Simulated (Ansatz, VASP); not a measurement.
## GaP in VASP and in Ansatz

```xyz
2
Lattice="0.0000 2.4432 2.4432 2.4432 0.0000 2.4432 2.4432 2.4432 0.0000" Properties=species:S:1:pos:R:3 pbc="T T T"
Ga    0.0000    0.0000    0.0000
P     1.2216    1.2216    1.2216
```

Alike in both runs: functional PBE; k mesh 10 × 10 × 10; occupations gaussian, width 0.02 eV; no spin polarisation.

Ansatz relaxed the structure, and its values are those at the end. VASP's run is a single point on that final structure, the one shown.

```csv
,VASP,Ansatz
version,VASP 6.6.1,Ansatz 0.2.0
potentials or method,"VASP PAW PBE potentials, release 64 (Ga_d, P)","scalar-relativistic, plane waves, PAW"
plane-wave cutoff (eV),520,420
valence electrons in the cell,18,18
```

Ansatz gave:

* gap on the k mesh at the Fermi level (eV): 0.75
* least direct gap on the mesh (eV): 3.56

What did VASP give for the same quantities?

gap on the k mesh at the Fermi level (eV): 0.76; least direct gap on the mesh (eV): 3.57.

The functional is the same, so the differences come from potentials, cutoffs and numerics.

 A k mesh can miss the band edges.
